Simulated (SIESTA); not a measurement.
# Si2Ni (Fm-3m) in SIESTA: equation of state, part 2 of 2

SIESTA 5.4.2. Earlier steps stand in the parts before.

## Step 4: Single point, PBEsol, collinear spin, ferromagnetic start, 12.90 Å³/atom

Si2Ni.fdf

```
SystemName                      Si2Ni
SystemLabel                     Si2Ni
NumberOfSpecies                 2
NumberOfAtoms                   3
%block ChemicalSpeciesLabel
  1  28 Ni
  2  14 Si
%endblock ChemicalSpeciesLabel

LatticeConstant                 1.0 Ang
%block LatticeVectors
     0.0000000000     2.6848585138     2.6848585138
     2.6848585138     0.0000000000     2.6848585138
     2.6848585138     2.6848585138     0.0000000000
%endblock LatticeVectors
AtomicCoordinatesFormat         Fractional
%block AtomicCoordinatesAndAtomicSpecies
     0.0000000000     0.0000000000     0.0000000000  1  Ni
     0.7500000000     0.7500000000     0.7500000000  2  Si
     0.2500000000     0.2500000000     0.2500000000  2  Si
%endblock AtomicCoordinatesAndAtomicSpecies

%block kgrid.MonkhorstPack
    9   0   0  0.0
    0   9   0  0.0
    0   0   9  0.0
%endblock kgrid.MonkhorstPack
XC.Functional                   GGA
XC.Authors                      PBEsol
PAO.BasisSize                   DZP
PAO.EnergyShift                 0.003 Ry
Mesh.Cutoff                     800 Ry
Spin                            polarized
%block DM.InitSpin
    1   1.000
    2   0.000
    3   0.000
%endblock DM.InitSpin
OccupationFunction              FD
ElectronicTemperature           0.05 eV
MaxSCFIterations                200
SCF.MustConverge                false
SCF.Mixer.Method                Pulay
SCF.Mixer.Weight                0.1
SCF.Mixer.History               10
SCF.DM.Tolerance                5.0e-05
SCF.H.Tolerance                 1.0e-03 eV
WriteForces                     true
Charge.Mulliken                 end
%block PAO.Basis
  Ni 5
  n=3 0 2
    2.437 0.000
  n=4 0 2
    7.067 0.000
  n=3 1 2
    2.721 0.000
  n=4 1 1
    7.067
  n=3 2 2
    4.466 0.000
%endblock PAO.Basis
```

Run with:

```console
> siesta < Si2Ni.fdf > Si2Ni.out 2>&1
```

It took 3.2 min on 1 thread of Arm Neoverse V2, shared host; peak memory 0.36 GiB.

It converged, with:

* Free energy: -4793.0266 eV
* Pressure: 2.4 GPa
* Band gap on the k mesh: none (metal or under the smearing width)
* Net moment: 0.00 μB per cell

Caveat: short orbitals over semicore shells can move pressures by several GPa; the basis of atomic orbitals isn't converged, which shifts pressures, moduli and gaps.

## Step 5: Single point, PBEsol, collinear spin, ferromagnetic start, 13.43 Å³/atom

Changes to Si2Ni.fdf since step 4:

```diff
@@ -11,5 +11,5 @@
 %block LatticeVectors
-     0.0000000000     2.6848585138     2.6848585138
-     2.6848585138     0.0000000000     2.6848585138
-     2.6848585138     2.6848585138     0.0000000000
+     0.0000000000     2.7209011839     2.7209011839
+     2.7209011839     0.0000000000     2.7209011839
+     2.7209011839     2.7209011839     0.0000000000
 %endblock LatticeVectors
```

Run with:

```console
> siesta Si2Ni.fdf > Si2Ni.out 2>&1
```

Wall time 2.9 min (1 thread of Arm Neoverse V2, shared host); peak memory 0.35 GiB.

The run converged. Its results:

```yaml
Free_energy: -4793.0187 eV
Pressure: -3.8 GPa
Band_gap_on_the_k_mesh: none (metal or under the smearing width)
Net_moment: 0.00 μB per cell
```

Caveat: short orbitals over semicore shells can move pressures by several GPa; the basis of atomic orbitals isn't converged, which shifts pressures, moduli and gaps.

## Step 6: Single point, PBEsol, collinear spin, ferromagnetic start, 13.69 Å³/atom

Changes to Si2Ni.fdf since step 5:

```diff
@@ -11,5 +11,5 @@
 %block LatticeVectors
-     0.0000000000     2.7209011839     2.7209011839
-     2.7209011839     0.0000000000     2.7209011839
-     2.7209011839     2.7209011839     0.0000000000
+     0.0000000000     2.7385698685     2.7385698685
+     2.7385698685     0.0000000000     2.7385698685
+     2.7385698685     2.7385698685     0.0000000000
 %endblock LatticeVectors
```

Potentials or basis: PseudoDojo 0.4 standard (PBEsol files), DZP (energy shift 0.003 Ry; two zetas on semicore shells).

Run with:

```console
> siesta Si2Ni.fdf > Si2Ni.out 2>&1
```

Wall time 2.8 min (1 thread of Arm Neoverse V2, shared host); peak memory 0.35 GiB.

The run converged. Its results:

```yaml
Free_energy: -4792.9931 eV
Pressure: -6.4 GPa
Band_gap_on_the_k_mesh: none (metal or under the smearing width)
Net_moment: 0.00 μB per cell
```

Caveat: short orbitals over semicore shells can move pressures by several GPa; the basis of atomic orbitals isn't converged, which shifts pressures, moduli and gaps.

## Step 7: Single point, PBEsol, collinear spin, ferromagnetic start, 13.96 Å³/atom

Changes to Si2Ni.fdf since step 6:

```diff
@@ -11,5 +11,5 @@
 %block LatticeVectors
-     0.0000000000     2.7385698685     2.7385698685
-     2.7385698685     0.0000000000     2.7385698685
-     2.7385698685     2.7385698685     0.0000000000
+     0.0000000000     2.7560134590     2.7560134590
+     2.7560134590     0.0000000000     2.7560134590
+     2.7560134590     2.7560134590     0.0000000000
 %endblock LatticeVectors
```

Potentials or basis: PseudoDojo 0.4 standard (PBEsol files), DZP (energy shift 0.003 Ry; two zetas on semicore shells).

Run with:

```console
> siesta < Si2Ni.fdf > Si2Ni.out 2>&1
```

Si2Ni.out:

```text
Version         : 5.4.2

                           ***********************
                           *  WELCOME TO SIESTA  *
                           ***********************

 NOTE: Siesta V5 introduces some new defaults for basis-set generation
 NOTE: which might lead to slightly different numerical results.
 NOTE: Please see the manual for full details and compatibility measures.

reinit: Reading from standard input
reinit: Dumping input in INPUT_TMP.12759
************************** Dump of input data file ****************************
SystemName                      Si2Ni
SystemLabel                     Si2Ni
NumberOfSpecies                 2
NumberOfAtoms                   3
%block ChemicalSpeciesLabel
  1  28 Ni
  2  14 Si
%endblock ChemicalSpeciesLabel
LatticeConstant                 1.0 Ang
%block LatticeVectors
     0.0000000000     2.7560134590     2.7560134590
     2.7560134590     0.0000000000     2.7560134590
     2.7560134590     2.7560134590     0.0000000000
%endblock LatticeVectors
AtomicCoordinatesFormat         Fractional
%block AtomicCoordinatesAndAtomicSpecies
     0.0000000000     0.0000000000     0.0000000000  1  Ni
     0.7500000000     0.7500000000     0.7500000000  2  Si
     0.2500000000     0.2500000000     0.2500000000  2  Si
[... 767 lines left out ...]

Species: Si
Atom  Qatom  Qorb
               3s      3s      3py     3pz     3px     3py     3pz     3px
               3Pdxy   3Pdyz   3Pdz2   3Pdxz   3Pdx2-y2
   2  2.117   0.651   0.057   0.178   0.178   0.178   0.173   0.173   0.173
              0.060   0.060   0.089   0.060   0.089
   3  2.117   0.651   0.057   0.178   0.178   0.178   0.173   0.173   0.173
              0.060   0.060   0.089   0.060   0.089

mulliken: Qtot =       13.000

mulliken: Spin DOWN

Species: Ni
Atom  Qatom  Qorb
               3s      3s      4s      4s      3py     3pz     3px     3py
               3pz     3px     4py     4pz     4px     3dxy    3dyz    3dz2
               3dxz    3dx2-y2 3dxy    3dyz    3dz2    3dxz    3dx2-y2
   1  8.767   0.968   0.018  -0.371   0.228   0.989   0.989   0.989   0.017
              0.017   0.017   0.195   0.195   0.195   0.923   0.923   1.030

              0.923   1.030  -0.089  -0.089  -0.122  -0.089  -0.122

Species: Si
Atom  Qatom  Qorb
               3s      3s      3py     3pz     3px     3py     3pz     3px
               3Pdxy   3Pdyz   3Pdz2   3Pdxz   3Pdx2-y2
   2  2.117   0.651   0.057   0.178   0.178   0.178   0.173   0.173   0.173
              0.060   0.060   0.089   0.060   0.089
   3  2.117   0.651   0.057   0.178   0.178   0.178   0.173   0.173   0.173
              0.060   0.060   0.089   0.060   0.089

mulliken: Qtot =       13.000

Mulliken Atomic Populations:
Atom #   charge [q] valence [e]      Sz [e]  Species
     1     0.466914   17.533086   -0.000012  Ni
     2    -0.233457    4.233457    0.000009  Si
     3    -0.233457    4.233457    0.000009  Si
 Total    -0.000000                0.000007

Job completed
```

Run time: 3.4 min. Hardware: 1 thread of Arm Neoverse V2, shared host; peak memory 0.4 GiB.

What came out:

* Free energy: -4792.9547 eV
* Pressure: -8.9 GPa
* Band gap on the k mesh: none (metal or under the smearing width)
* Net moment: 0.00 μB per cell

Caveat: short orbitals over semicore shells can move pressures by several GPa; the basis of atomic orbitals isn't converged, which shifts pressures, moduli and gaps.

## Step 8: Equation of state, PBEsol, collinear spin, ferromagnetic start

This step only gathers the single runs of the series.

Results:

```
Equilibrium volume                      : 13.09 Å³/atom
Bulk modulus                            : 158 GPa
Pressure derivative of the bulk modulus : 3.6
```

Energy against volume, from the lowest point:
| volume (Å³/atom) | energy (meV/atom) |
| --- | --- |
| 12.376 | 21.02 |
| 12.639 | 8.03 |
| 12.902 | 1.23 |
| 13.166 | 0.00 |
| 13.429 | 3.88 |
| 13.692 | 12.41 |
| 13.956 | 25.19 |

Caveat: short orbitals over semicore shells can move pressures by several GPa; the basis of atomic orbitals isn't converged, which shifts pressures, moduli and gaps.
